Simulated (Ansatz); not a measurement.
# Structure relaxation of Re

Theory: Ansatz 0.2.0, DFT PBE, scalar-relativistic, plane waves, PAW.

The start puts Re on the sites of a reported P cell (P4/mmm, No. 123), at a guessed volume.

Input of the last, converged step (default PAW datasets):

```yaml
crystal:
  lattice:
    - [2.5609285754, 0.0, 0.0]
    - [0.0, 2.5609285754, 0.0]
    - [0.0, 0.0, 2.6239164403]
  atoms:
    - { symbol: Re, position: [0.0, 0.0, 0.0] }
basis:
  ecutwfc: 420
kpoints:
  mp_grid: { grid: [22, 22, 20] }
hamiltonian:
  xc: pbe
scf:
  occupations: { method: gaussian, width: 0.1 }
output:
  forces: true
  stress: true
  eigenvalues: true
relax:
  adjacent_minimum: "off"
  f_tol: 0.01
  max_steps: 80
  cell: { stress_tol: 0.05 }
```

It can be run as:

```bash
ansatz run input.yaml --threads 1 --pin off --backend cpu --events-out ev --progress --plain --runs-dir out  # memory cap (--max-ram) not shown
```

End of the output:

```
SCF converged after 4 iterations
Free energy (F): -10866.690845 eV
Harris-Foulkes:  -10866.690845 eV  (|F-HF|=5.46e-12)
Internal energy: -10866.684856 eV  (E = F + TS)
E sigma→0 (E₀):  -10866.687850 eV
Entropy (-TS):   -0.005989 eV (-5.989 meV/atom)
Fermi energy:    20.496475 eV
--- Per-component energies (eV) ---
  E_band       = -128.631140
  E_kinetic    = 539.279146
  E_local      = -953.551850  (includes V_loc(G=0)·N_el)
  E_nonlocal   = 51.177294
  E_hartree    = 340.387137
  E_xc         = -402.370869
  E_vxc        = -302.033312  (∫ρ·V_xc dr)
  E_paw        = -8659.686655  (= ΣΔE_a)
  E_vpaw       = -144.276612  (= ΣTr[D̂ρ^β])
  E_aug_tail   = -0.000075  (compensation charges beyond the density's cutoff)
  E_ewald      = -1781.918984
  E_smearing   = -0.005989  (= −TS)
  E_closure    =  0.000000  (closes the sum)
  Σ components = -10866.690845   (vs F -10866.690845, Δ=0.00e0)
--- Forces (eV/Å), atoms counted from 1 ---
  atom   1  Re     0.00000000     0.00000000     0.00000000
  max |Σ_I F_I| component: 9.86e-32 eV/Å
--- Stress (GPa, compression-positive) ---
       -0.012530       0.000000       0.000000
        0.000000      -0.012530       0.000000
        0.000000       0.000000       0.003090
  P = ⅓ Tr σ = -0.0073 GPa (-0.073 kbar)
--- Relaxed structure (3 steps of the walk, 2 accepted, 1 SCFs on fresh bases) ---
  F+E_penalty+E_count = -10866.69084454 eV   max|allowed force component| = 0.000e0 eV/Å   (the final SCF, on the basis selected at the relaxed cell)
  cell:  # Å, volume = 17.1516 Å³
    - [2.558172, 0.000000, 0.000000]
    - [0.000000, 2.558172, 0.000000]
    - [0.000000, 0.000000, 2.620869]
  atoms:
    - { symbol: Re, position: [0.0, 0.0, 0.0] }
```

Total energies depend on the potentials used, so only differences within one code and one set of settings carry meaning.

The result has space group P4/mmm (No. 123). Re is coordinated by 6 Re at 2.56–2.62 Å.

It lies 1.39 eV/atom above the element's standard state at the same level.

The k mesh leaves about 4 meV/atom of noise in metals. Spin–orbit coupling is left out.

Symmetry constrained the relaxation, so the result can be a saddle point.